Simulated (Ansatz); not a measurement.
α-phase Li₃N, treated with PBE (Ansatz, an electronic-structure program, plane waves, PAW).

Settings: plane-wave cutoff 520 eV, 12×12×10 k mesh (along the axes of the cell as run), Fermi–Dirac smearing 0.01 eV, scalar-relativistic PAW data made under PBE.

A third-order Birch–Murnaghan fit to the energies gives V0 = 11.052 Å³/atom, B0 = 53.1 GPa, B′ = 3.8.

```tsv
V (Å³/atom)	P (GPa)
10.610	(withheld)
10.831	1.117
11.052	0.002
11.273	(withheld)
11.494	(withheld)
```

Estimate the withheld pressures from this fit; the answers are the runs' own values.


- 10.610, P (GPa): 2.344
- 11.273, P (GPa): -1.011
- 11.494, P (GPa): -1.933

The formula P = (3/2) B0 (x^(7/3) − x^(5/3)) [1 + (3/4)(B′ − 4)(x^(2/3) − 1)] with x = V0/V meets the computed pressures within 0.01 GPa when these rounded values are put in.

Shape and atoms are relaxed at each volume.

Static lattice: no zero-point or thermal effects.

The result took about 70 core-seconds (a rough figure).
